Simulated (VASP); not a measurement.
# BaTiO3 (Pm-3m) in VASP: further runs

The runs below take BaTiO3 through single point, with LDA.

Program: VASP 6.6.1. These are calculated values, not measurements. Logs are shortened: lines on timing, memory, paths and dates and some standing lists are left out, and cuts for length are marked.

## Step 1: Starting point

The structure is cubic, space group Pm-3m (No. 221). Conventional cell: a = 4.006 Å, b = 4.006 Å, c = 4.006 Å, α = 90.00°, β = 90.00°, γ = 90.00°. Ba (site symmetry m-3m) is surrounded by 12 O at 2.83 Å. Around Ti (site symmetry m-3m) lie 6 O at 2.00 Å. O (site symmetry 4/mmm) is surrounded by 2 Ti at 2.00 Å.

## Step 2: Single point, LDA

File INCAR:

```
PREC = Normal
ENCUT = 460
EDIFF = 1E-4
ISMEAR = 0
SIGMA = 0.05
LREAL = Auto
LASPH = True
NELM = 100
ALGO = Normal
ISIF = 2
LWAVE = False
LCHARG = False
GGA = CA
ADDGRID = False
```

File KPOINTS:

```
Automatic mesh
0
Gamma
  4 4 4
```

File POSCAR:

```
BaTiO3
1.0
    4.0060000000      0.0000000000      0.0000000000
    0.0000000000      4.0060000000      0.0000000000
    0.0000000000      0.0000000000      4.0060000000
Ba Ti O
1 1 3
Direct
    0.5000000000      0.5000000000      0.5000000000
    0.0000000000      0.0000000000      0.0000000000
    0.0000000000      0.0000000000      0.5000000000
    0.0000000000      0.5000000000      0.0000000000
    0.5000000000      0.0000000000      0.0000000000
```

Potentials or basis: VASP PAW LDA potentials, release 64 (Ba_sv, Ti_sv, O).

The run is started by

```console
cat potpaw_LDA.64/Ba_sv/POTCAR potpaw_LDA.64/Ti_sv/POTCAR potpaw_LDA.64/O/POTCAR > POTCAR
mpirun -np 1 vasp_std > vasp.out
```

OUTCAR:

```text
PREC = Normal
   ENCUT = 460
   EDIFF = 1E-4
   ISMEAR = 0
   LREAL = Auto
   LASPH = True
   NELM = 100
   ISIF = 2
   GGA = CA

 Found     10 irreducible k-points:

 Following reciprocal coordinates:
            Coordinates               Weight
  0.000000  0.000000  0.000000      1.000000
  0.250000  0.000000  0.000000      6.000000
  0.500000  0.000000  0.000000      3.000000
  0.250000  0.250000  0.000000     12.000000
  0.500000  0.250000  0.000000     12.000000
  0.500000  0.500000  0.000000      3.000000
   k-points           NKPTS =     10   k-points in BZ     NKDIM =     10   number of bands    NBANDS=     24
   number of dos      NEDOS =    301   number of ions     NIONS =      5
   total plane-waves  NPLWV =  13824
   dimension x,y,z NGX =    24 NGY =   24 NGZ =   24
   dimension x,y,z NGXF=    48 NGYF=   48 NGZF=   48
   ions per type =               1   1   3
   NGX,Y,Z   is equivalent  to a cutoff of   9.96,  9.96,  9.96 a.u.
   NGXF,Y,Z  is equivalent  to a cutoff of  19.92, 19.92, 19.92 a.u.
 SYSTEM =  unknown system
   PREC   = normal    normal or accurate (medium, high low for compatibility)
   ISTART =      0    job   : 0-new  1-cont  2-samecut
   ICHARG =      2    charge: 1-file 2-atom 10-const
   ISPIN  =      1    spin polarized calculation?
   LNONCOLLINEAR =      F non collinear calculations
   LSORBIT =      F    spin-orbit coupling
   LASPH  =      T    aspherical Exc in radial PAW
   ENCUT  =  460.0 eV  33.81 Ry    5.81 a.u.   7.01  7.01  7.01*2*pi/ulx,y,z
   NELM   =    100;   NELMIN=  2; NELMDL= -5     # of ELM steps
   EDIFF  = 0.1E-03   stopping-criterion for ELM
   LREAL  =      T    real-space projection
   EDIFFG = 0.1E-02   stopping-criterion for IOM
   NSW    =      0    number of steps for IOM
   IBRION =     -1    ionic relax: 0-MD 1-quasi-New 2-CG
   NFREE  =      0    steps in history (QN), initial steepest desc. (CG)
   ISIF   =      2    stress and relaxation
   ISYM   =      2    0-nonsym 1-usesym 2-fastsym
   POTIM  = 0.5000    time-step for ionic-motion
   TEBEG  =    0.0;   TEEND  =   0.0 temperature during run
   PSTRESS=    0.0 pullay stress
   NELECT =      40.0000    total number of electrons
   NUPDOWN=      -1.0000    fix difference up-down
   EMIN   =  10.00;   EMAX   =-10.00  energy-range for DOS
   EFERMI =   0.00;   METHOD = LEGACY
   ISMEAR =     0;   SIGMA  =   0.05  broadening in eV -4-tet -1-fermi 0-gaus
   EFERMI_NEDOS =   21; number of points for ismear=-14 and -15
   IALGO  =     38    algorithm
   IMIX   =      4    mixing-type and parameters
     AMIX     =   0.40;   BMIX     =  1.00
     AMIX_MAG =   1.60;   BMIX_MAG =  1.00
  volume/ion in A,a.u.               =      12.86        86.77
  Fermi-wavevector in a.u.,A,eV,Ry     =   1.397603  2.641087 26.576187  1.953295
  Thomas-Fermi vector in A             =   2.520843
   LORBIT       =      0    0 simple, 1 ext, 2 COOP (PROOUT), +10 PAW based schemes
   GGA     = CA    functional components
   LHFCALC =     F    Hartree Fock is set to
   AEXX    =    0.0000 exact exchange contribution
   IVDW    =     0    specifies the selected vdW correction
   LEPSILON=     F    determine dielectric tensor
   LRPA    =     F    only Hartree local field effects (RPA)
 non-spin polarized calculation
 Gauss-broadening in eV      SIGMA  =   0.05
  energy-cutoff  :      460.00
  volume of cell :       64.29
 maximum number of plane-waves:      1472
   NGX = 15   NGY = 15   NGZ = 15

 number of electron      39.9999972 magnetization

 Free energy of the ion-electron system (eV)
  ---------------------------------------------------
  ext. energy  EPLUGINS =         0.00000000
  ---------------------------------------------------
  free energy    TOTEN  =       -44.09022749 eV

  energy without entropy =      -44.09022749  energy(sigma->0) =      -44.09022749

 E-fermi :   3.8980     XC(G=0): -11.7240

 val. band max:        3.5059773282   @ k =   0.5000   0.5000   0.5000
 cond. band min:       5.1414011405   @ k =   0.0000   0.0000   0.0000
 fundamental gap:      1.6354238123
 Fermi energy:         3.8979906292

 k-point     1 :       0.0000    0.0000    0.0000
  band No.  band energies     occupation
      1     -52.4127      2.00000
      2     -29.0258      2.00000
      3     -29.0258      2.00000
      4     -29.0258      2.00000
      5     -21.1579      2.00000
      6     -13.0676      2.00000
      7     -12.3603      2.00000
      8     -12.3603      2.00000
      9      -6.3773      2.00000
     10      -6.3773      2.00000
     11      -6.3773      2.00000
     12       1.1933      2.00000
     13       1.1933      2.00000
     14       1.1933      2.00000
     15       2.3982      2.00000
     16       2.3982      2.00000
     17       2.3982      2.00000
     18       3.3627      2.00000
     19       3.3627      2.00000
     20       3.3627      2.00000
     21       5.1414      0.00000
     22       5.1414      0.00000
     23       5.1414      0.00000
     24       7.4111      0.00000

 k-point     2 :       0.2500    0.0000    0.0000
  band No.  band energies     occupation
      1     -52.4122      2.00000
      2     -29.0524      2.00000
      3     -29.0247      2.00000
      4     -29.0247      2.00000
      5     -21.0977      2.00000
      6     -13.1492      2.00000
      7     -12.3406      2.00000
      8     -12.2671      2.00000
      9      -6.2917      2.00000
     10      -6.2917      2.00000
     11      -6.1451      2.00000
     12       0.3166      2.00000
     13       0.9960      2.00000
     14       0.9960      2.00000
     15       1.8878      2.00000
     16       1.8878      2.00000
     17       1.9254      2.00000
     18       2.2486      2.00000
     19       3.0262      2.00000
     20       3.0262      2.00000
     21       5.2210      0.00000
     22       6.1379      0.00000
     23       6.1379      0.00000
     24       7.4161      0.00000

 k-point     3 :       0.5000    0.0000    0.0000
  band No.  band energies     occupation
      1     -52.4116      2.00000
      2     -29.0788      2.00000
      3     -29.0236      2.00000
      4     -29.0236      2.00000
      5     -21.0358      2.00000
      6     -13.3171      2.00000
      7     -12.3201      2.00000
      8     -12.0558      2.00000
      9      -6.2013      2.00000
     10      -6.2013      2.00000
     11      -5.9186      2.00000
     12      -0.5156      2.00000
     13       0.6910      2.00000
     14       0.6910      2.00000
     15       1.5140      2.00000
     16       1.5354      2.00000
     17       1.6447      2.00000
     18       1.6447      2.00000
     19       2.7834      2.00000
     20       2.7834      2.00000
     21       5.3045      0.00000
     22       6.9354      0.00000
     23       6.9354      0.00000
     24       7.4199      0.00000

 k-point     4 :       0.2500    0.2500    0.0000
  band No.  band energies     occupation
      1     -52.4116      2.00000
      2     -29.0514      2.00000
      3     -29.0505      2.00000
      4     -29.0237      2.00000
      5     -21.0480      2.00000
      6     -13.0404      2.00000
      7     -12.3394      2.00000
      8     -12.2658      2.00000
      9      -6.3819      2.00000
     10      -6.1966      2.00000
     11      -6.0727      2.00000
     12      -0.0183      2.00000
     13       0.4651      2.00000
     14       0.7671      2.00000
     15       0.9500      2.00000
     16       1.4030      2.00000
     17       1.9798      2.00000
     18       2.4808      2.00000
     19       2.5378      2.00000
     20       3.0170      2.00000
     21       6.0951      0.00000
     22       6.2336      0.00000
     23       6.4702      0.00000
     24       7.9772      0.00000

 k-point     5 :       0.5000    0.2500    0.0000
  band No.  band energies     occupation
      1     -52.4111      2.00000
      2     -29.0769      2.00000
      3     -29.0495      2.00000
      4     -29.0226      2.00000
      5     -20.9971      2.00000
      6     -13.0441      2.00000
      7     -12.2860      2.00000
      8     -12.1842      2.00000
      9      -6.3108      2.00000
     10      -6.1697      2.00000
     11      -6.0954      2.00000
     12      -0.6109      2.00000
     13       0.0288      2.00000
     14       0.2721      2.00000
     15       0.7191      2.00000
     16       1.1857      2.00000
     17       2.0984      2.00000
     18       2.1916      2.00000
     19       2.3782      2.00000
     20       2.9919      2.00000
     21       6.1963      0.00000
     22       6.9378      0.00000
     23       7.0469      0.00000
     24       8.0802      0.00000

 k-point     6 :       0.5000    0.5000    0.0000
  band No.  band energies     occupation
      1     -52.4106      2.00000
      2     -29.0751      2.00000
      3     -29.0751      2.00000
      4     -29.0216      2.00000
      5     -20.9575      2.00000
      6     -12.6954      2.00000
      7     -12.3148      2.00000
      8     -12.3148      2.00000
      9      -6.3913      2.00000
     10      -6.3913      2.00000
     11      -5.9821      2.00000
     12      -0.8318      2.00000
     13      -0.6236      2.00000
     14      -0.3719      2.00000
     15       0.7578      2.00000
     16       0.7578      2.00000
     17       1.7676      2.00000
     18       2.6349      2.00000
     19       2.6349      2.00000
     20       3.4146      2.00000
     21       6.9422      0.00000
     22       6.9422      0.00000
     23       7.3495      0.00000
     24       8.2634      0.00000

 [... further k-points ...]

------------------------ aborting loop because EDIFF is reached ----------------------------------------

  FORCE on cell =-STRESS in cart. coord.  units (eV):
  Direction    XX          YY          ZZ          XY          YZ          ZX
  --------------------------------------------------------------------------------------
  -------------------------------------------------------------------------------------
  Total       -3.2070834     -3.2070834     -3.2070834     -0.0000000     -0.0000000      0.0000000
  in kB      -79.9259850    -79.9259850    -79.9259850     -0.0000000     -0.0000000      0.0000000
  external PRESSURE =     -79.9259850 kB  Pullay stress =       0.0000000 kB

 VOLUME and BASIS-vectors are now :
 -----------------------------------------------------------------------------
  energy-cutoff  :      460.00
  volume of cell :       64.29
      direct lattice vectors                 reciprocal lattice vectors
     4.006000000  0.000000000  0.000000000     0.249625562  0.000000000  0.000000000
     0.000000000  4.006000000  0.000000000     0.000000000  0.249625562  0.000000000
     0.000000000  0.000000000  4.006000000     0.000000000  0.000000000  0.249625562

 POSITION                                       TOTAL-FORCE (eV/Angst)
 -----------------------------------------------------------------------------------
      2.00300      2.00300      2.00300         0.000000      0.000000      0.000000
      0.00000      0.00000      0.00000         0.000000      0.000000      0.000000
      0.00000      0.00000      2.00300         0.000000      0.000000      0.000000
      0.00000      2.00300      0.00000         0.000000      0.000000      0.000000
      2.00300      0.00000      0.00000         0.000000      0.000000      0.000000
 -----------------------------------------------------------------------------------
    total drift:                                0.000000      0.000000     -0.000000

  FREE ENERGIE OF THE ION-ELECTRON SYSTEM (eV)
  ---------------------------------------------------
  free  energy   TOTEN  =       -44.0902274860 eV

  energy  without entropy=      -44.0902274860  energy(sigma->0) =      -44.09022749
```

It took 12 s on 1 thread of AMD EPYC 7R13 (Zen 3), shared host; peak memory 0.1 GiB.

These settings aren't checked as converged: the numbers below hold their error.

Results:

- Free energy: -44.0902 eV
- Pressure: -8.0 GPa
- Band gap on the k mesh: 1.64 eV, indirect (least direct gap 1.78 eV)

Caveat: the cutoff is under 1.25 times the usual one of these potentials, so pressure, stress and relaxed cells hold a basis-set (Pulay) error; spin-orbit coupling is left out, which moves the levels of the heavy elements.

(Continued in part 2 of 2.)
